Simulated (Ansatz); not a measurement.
Given:

Sb₂Te₃:
```xyz
5
Lattice="2.1532 1.2432 10.6119 -2.1532 1.2432 10.6119 0.0000 -2.4863 10.6119" Properties=species:S:1:pos:R:3 pbc="T T T"
Sb     0.0000     0.0000    19.2363
Sb     0.0000     0.0000    12.5993
Te     0.0000     0.0000    24.9033
Te     0.0000     0.0000     6.9323
Te     0.0000     0.0000     0.0000
```

This is the r²SCAN-relaxed structure.

Question: All from r²SCAN in the plane-wave PAW code Ansatz, unless another level is named. Estimate the formation energy from the elements (no fitted shifts).

Answer: -0.13 eV/atom.

Question: Next, the band gap?

Answer: 0.47 eV (direct).

Question: What about the valence-band maximum?

Answer: at Γ.

Space group R-3m. Symmetry was held in the r²SCAN relaxation. A crystal of weakly bound layers computed without a dispersion correction: the cell and the soft elastic constants depend strongly on that. The references are the lowest solids computed at this level, not always the standard phases. Spin–orbit coupling is left out wherever it is not named.

Potentials: the later of the program's two PAW sets.
